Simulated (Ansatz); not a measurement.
## Thermal properties of Mo from its phonons

All numbers below come from DFT PBEsol, scalar-relativistic, plane waves, PAW in Ansatz 0.2.0. Cutoff 420 eV, 20×20×20 k-points (Γ-centred), Fermi-Dirac smearing of 0.15 eV. No spin polarisation. Phonons by linear response, acoustic sum rule imposed.

Equilibrium structure at this level:
```xyz
1
Lattice="-1.5651 1.5651 1.5651 1.5651 -1.5651 1.5651 1.5651 1.5651 -1.5651" Properties=species:S:1:pos:R:3 pbc="T T T"
Mo    0.0000    0.0000    0.0000
```

In a metal, frequencies and elastic constants depend on the k mesh and the smearing, soft modes and shear constants most. Some empty bands missed the eigensolver's threshold. The q mesh is coarse, so values between its points are rough.

Force constants from linear response on a 2×2×2 q mesh, interpolated to a fine mesh.

**Question.** Give the zero-point energy per atom.

**Answer.** 35.0 meV.

**Question.** How large are the vibrational entropy and heat capacity at 300 K?

**Answer.** S = 3.51 k_B and C_V = 2.80 k_B per atom, 93 % of the Dulong–Petit value.

**Question.** Tabulate them against temperature.

**Answer.**
```csv
T (K),F_vib (meV/atom),S (k_B/atom),C_V (k_B/atom)
100,32.6,0.91,1.69
200,18.0,2.42,2.57
300,-7.8,3.51,2.80
400,-41.8,4.33,2.88
500,-82.0,4.98,2.92
600,-127.3,5.52,2.95
700,-176.9,5.97,2.96
800,-230.1,6.37,2.97
900,-286.5,6.72,2.98
1000,-345.7,7.03,2.98
```

Cost: 1 run of about 0.55 core-minutes, on AMD EPYC 9R45 (Zen 5) (shared hosts).